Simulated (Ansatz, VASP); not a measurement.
## Two plane-wave programs on Na2S

INCAR

```
  ALGO = Normal
  EDIFF = 1E-7
  ENCUT = 520
  GGA = PE
  ISIF = 2
  ISMEAR = -1
  LASPH = T
  LCHARG = F
  LREAL = F
  LWAVE = F
  NBANDS = 17
  NELM = 60
  PREC = Accurate
  SIGMA = 0.02
```

File KPOINTS:

```
k-points
0
Gamma
  8 8 8
```

File POSCAR:

```
Na2S
1.0
    0.0000000000      3.2554324706      3.2554324706
    3.2879867953      0.0000000000      3.2554324706
    3.2879867953      3.2554324706      0.0000000000
S Na
1 2
Direct
    0.0000000000      0.0000000000      0.0000000000
    0.2500000000      0.2500000000      0.2500000000
    0.7500000000      0.7500000000      0.7500000000
```

Input for Ansatz:

```yaml
crystal:
  lattice:
    - [0.0, 3.2554324706, 3.2554324706]
    - [3.2879867953, 0.0, 3.2554324706]
    - [3.2879867953, 3.2554324706, 0.0]
  atoms:
    - { symbol: S, position: [0.0, 0.0, 0.0] }
    - { symbol: Na, position: [0.25, 0.25, 0.25] }
    - { symbol: Na, position: [0.75, 0.75, 0.75] }
kpoints:
  mp_grid: { grid: [8, 8, 8] }
  band_path:
    path:
      - [0.0, 0.0, 0.0]
      - [0.5, 0.0, 0.5]
      - [0.625, 0.25, 0.625]
      - [0.375, 0.375, 0.75]
      - [0.5, 0.5, 0.5]
      - [0.5, 0.25, 0.75]
    npoints: 1
hamiltonian:
  xc: pbe
scf:
  occupations: { method: fermi_dirac, width: 0.02 }
  n_extra_bands: 4
output:
  forces: true
  stress: true
  eigenvalues: true
```

Change from the starting cell: uniaxial_x strain +1.0%.

Alike in both runs: task single point; functional PBE; k mesh 8 × 8 × 8; occupations fermi-dirac, width 0.02 eV; no spin polarisation.

|  | VASP | Ansatz |
| --- | --- | --- |
| version | VASP 6.6.1 | Ansatz 0.2.0 |
| potentials or method | VASP PAW PBE potentials, release 64 (S, Na_pv) | plane waves, PAW |
| plane-wave cutoff (eV) | 520 | 420 |
| valence electrons in the cell | 20 | 24 |

|  | VASP | Ansatz | Ansatz less VASP |
| --- | --- | --- | --- |
| gap on the k mesh at the Fermi level (eV) | 2.49 | 2.49 | +0.002 |
| pressure (GPa) | 0.5 | 0.5 | -0.02 |
| largest component of the traceless stress (GPa) | 0.26 | 0.26 | 0.000 |

The two sets of potentials don't hold the same shells in valence.

A k mesh can miss the band edges.
